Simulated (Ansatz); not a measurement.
The system is La2O3.

```
CELL_PARAMETERS angstrom
3.93078 0.00000 0.00000
-1.96539 3.40415 0.00000
0.00000 0.00000 6.11195
ATOMIC_POSITIONS crystal
La 0.33333 0.66667 0.24624
La 0.66667 0.33333 0.75376
O 0.00000 0.00000 0.00000
O 0.33333 0.66667 0.64589
O 0.66667 0.33333 0.35411
```

The cell is a database's computed one.

| Property | Result |
| --- | --- |
| Program | Ansatz 0.2.0 |
| Task | relaxation of cell and atoms |
| Functional | PBEsol |
| Dispersion | D3(BJ) |
| Potentials or basis | Ansatz PAW |
| Cutoff | 420 eV (not typed: the program's choice for these potentials) |
| k mesh | 8 × 8 × 5 |
| Occupations | fermi-dirac, width 0.05 eV |
| Spin | no spin polarisation |

At the start: volume 16.36 Å³/atom.

**Question.** How do energy, volume and symmetry change on relaxing?

**Answer.** It ends after 8 steps and the volume is 15.57 Å³/atom (-4.8 %); space group P-3m1 (No. 164, to 0.05 Å).

The path:
```csv
step,energy change (eV),largest force (eV/Å),volume (Å³)
1,0.0000,0.0925,81.78
2,-0.0781,0.0327,78.37
3,-0.0802,0.0293,77.97
4,-0.0804,0.0210,77.96
5,-0.0804,0.0045,77.97
6,-0.0718,0.0046,77.97
7,-0.0723,0.0086,77.83
8,-0.0719,0.0087,77.83
```

Final structure:
```
La O
1.0
     3.88981    0.00000    0.00000
    -1.94491    3.36867    0.00000
     0.00000    0.00000    5.93933
La O
2 3
Direct
  0.33333 0.66667 0.24322
  0.66667 0.33333 0.75678
  0.00000 0.00000 0.00000
  0.33333 0.66667 0.64737
  0.66667 0.33333 0.35263
```

Caveat: the plane-wave basis is chosen anew once the cell has moved, so the energies of steps on either side of that aren't comparable; the pressure holds a Pulay correction of +0.5 GPa for the finite cutoff; the PAW data sets come from PBE, with cores solved anew for the run's functional, which leaves a small shift of forces and pressure.
